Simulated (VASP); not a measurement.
# Tl: intraband terms of a metal's spectrum

Tl, Im-3m (no. 229), 1 atom in the cell. PBE, independent-particle dielectric function; PAW potentials Tl_d (PBE set).

## Input

INCAR.step1:
```
  EDIFF = 1E-7
  ENCUT = 280
  ISMEAR = 1
  KPAR = 4
  LASPH = True
  LCHARG = True
  LMAXMIX = 4
  LWAVE = False
  PREC = Accurate
  SIGMA = 0.1
```

INCAR.step2:
```
  CSHIFT = 0.1
  EDIFF = 1E-6
  ENCUT = 280
  ICHARG = 11
  ISMEAR = 0
  KPAR = 4
  LASPH = True
  LCHARG = False
  LMAXMIX = 4
  LWAVE = True
  NBANDS = 20
  NEDOS = 3000
  OMEGAMAX = 30
  PREC = Accurate
  SIGMA = 0.3
```

INCAR.step3, as INCAR.step2 but for:
```
- LWAVE = True
+ ALGO = None
+ ISTART = 1
+ LOPTICS = True
+ LWAVE = False
+ NELM = 1
```

INCAR.step4, as INCAR.step3 but for:
```
+ WPLASMAI = 0.03
```

INCAR.step5 to INCAR.step6 change the same tag again: WPLASMAI = 0.1, 0.3.

INCAR.step7, as INCAR.step6 but for:
```
- WPLASMAI = 0.3
+ RTIME = 1
```

INCAR.step8, as INCAR.step7 but for:
```
- RTIME = 1
+ RTIME = 40
```

INCAR.step9, as INCAR.step8 but for:
```
- RTIME = 40
+ LNABLA = True
```

INCAR.step10, as INCAR.step9 but for:
```
- ISMEAR = 0
- LNABLA = True
+ ISMEAR = -5
```

KPOINTS.step1:
```
k-points
0
Gamma
  10 10 10
```

KPOINTS.step2:
```
k-points
0
Gamma
  24 24 24
```

POSCAR:
```
Tl
1.0
   -1.9559951735      1.9559951735      1.9559951735
    1.9559951735     -1.9559951735      1.9559951735
    1.9559951735      1.9559951735     -1.9559951735
Tl
1
Direct
    0.0000000000      0.0000000000      0.0000000000
```

Commands (each step's output is kept before the next begins):
```
cat potpaw_PBE.64/Tl_d/POTCAR > POTCAR
cp INCAR.step1 INCAR
cp KPOINTS.step1 KPOINTS
mpirun -np 4 vasp_std > vasp.out
cp INCAR.step2 INCAR
cp KPOINTS.step2 KPOINTS
mpirun -np 4 vasp_std > vasp.out
cp INCAR.step3 INCAR
mpirun -np 4 vasp_std > vasp.out
cp INCAR.step4 INCAR
mpirun -np 4 vasp_std > vasp.out
cp INCAR.step5 INCAR
mpirun -np 4 vasp_std > vasp.out
cp INCAR.step6 INCAR
mpirun -np 4 vasp_std > vasp.out
cp INCAR.step7 INCAR
mpirun -np 4 vasp_std > vasp.out
cp INCAR.step8 INCAR
mpirun -np 4 vasp_std > vasp.out
cp INCAR.step9 INCAR
mpirun -np 4 vasp_std > vasp.out
cp INCAR.step10 INCAR
mpirun -np 4 vasp_std > vasp.out
```

## Result

- Bands: 20

One ground state, settings moved in the last step alone:

| Settings | Plasma frequency (eV) | Im ε at 0.5 eV | Im ε at 1 eV | Im ε at 2 eV | Im ε at 4 eV | Time (s) |
|---|---|---|---|---|---|---|
| interband part alone | 8.29 | 12.7 | 17.4 | 15.6 | 4.6 | 12 |
| Drude term, WPLASMAI 0.03 | 8.29 | 29.1 | 19.5 | 15.9 | 4.6 | 14 |
| Drude term, WPLASMAI 0.1 | 8.29 | 65.6 | 24.2 | 16.5 | 4.7 | 12 |
| Drude term, WPLASMAI 0.3 | 8.29 | 134.1 | 36.3 | 18.2 | 4.9 | 12 |
| relaxation time RTIME 1 fs | 8.29 | 145.2 | 49.0 | 20.8 | 5.2 | 12 |
| relaxation time RTIME 40 fs | 8.29 | 21.7 | 18.5 | 15.8 | 4.6 | 12 |
| transversal form (LNABLA) | 8.32 | 12.7 | 17.4 | 15.7 | 4.6 | 12 |
| tetrahedron method | – | – | – | – | – | no result |

Limits: Spin-orbit coupling is left out, which can matter with atoms this heavy.

VASP 6.6.1 took 108 s on 4 cores (AMD EPYC 7R13 (Zen 3)), a shared host.
